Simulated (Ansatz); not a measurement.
Computed with Ansatz, DFT PBE, scalar-relativistic, plane waves, PAW. All cells share a 420 eV cutoff and Γ-centred k meshes spaced at most about 0.3 Å⁻¹ (about 0.25 or finer for metals, 2π included). No spin polarisation.

Temperature and zero-point effects are left out.

Compare these two cells of Hf₄Si, each relaxed at this level.

A.

```xyz
10
Lattice="6.2510 0.0000 0.0000 0.0000 6.2510 0.0000 0.0000 0.0000 5.5219" Properties=species:S:1:pos:R:3 pbc="T T T"
Hf    4.1381    1.0126    4.1282
Hf    5.2385    4.1381    4.1282
Hf    2.1129    1.0126    1.3937
Hf    4.1381    5.2385    1.3937
Hf    1.0126    2.1129    4.1282
Hf    5.2385    2.1129    1.3937
Hf    1.0126    4.1381    1.3937
Hf    2.1129    5.2385    4.1282
Si    3.1255    3.1255    0.0000
Si    0.0000    0.0000    0.0000
```

B.

```xyz
5
Lattice="-1.7345 1.7345 8.4762 1.7345 -1.7345 8.4762 1.7345 1.7345 -8.4762" Properties=species:S:1:pos:R:3 pbc="T T T"
Hf    0.0000    0.0000    3.2379
Hf    0.0000    0.0000    9.8967
Hf    0.0000    0.0000    7.0557
Hf    0.0000    0.0000   13.7145
Si    0.0000    0.0000    0.0000
```

Question: Which would you expect to be lower, and how large is the difference?

Answer: A is lower, by 18 meV/atom. A has space group P4/nbm (No. 125), 21.6 Å³/atom and no gap on its mesh; B has space group I4/mmm (No. 139), 20.4 Å³/atom and no gap. Counting Hf atoms around Si (those within 1.25 times the shortest such distance or 1.15 times the sum of covalent radii, 1.27 where that leaves under three; a plus sign parts nearer from farther groups), A has Si 8 and B has Si 8+2. The lower one is the more open, so pressure narrows the difference. In A, Hf is surrounded by 2 Si at 2.73 Å, 1 Hf at 2.86 Å and 10 Hf at 3.15–3.45 Å; Si has 8 Hf at 2.73 Å. In B, Hf on its first site is surrounded by 8 Hf at 3.05–3.17 Å, 1 Si at 3.24 Å, 4 Hf at 3.47 Å and 1 Hf at 3.82 Å; Hf on its second site is surrounded by 4 Si at 2.83 Å, 1 Hf at 2.84 Å, 4 Hf at 3.05 Å, 4 Hf at 3.47 Å and 1 Hf at 3.82 Å; Si is surrounded by 8 Hf at 2.83 Å, 2 Hf at 3.24 Å and 4 Si at 3.47 Å. Both come from invented guesses.

For metals, differences of a few meV/atom aren't resolved. These runs have no spin–orbit coupling, which can matter for Hf. Cells relaxed within their symmetry can be saddle points.
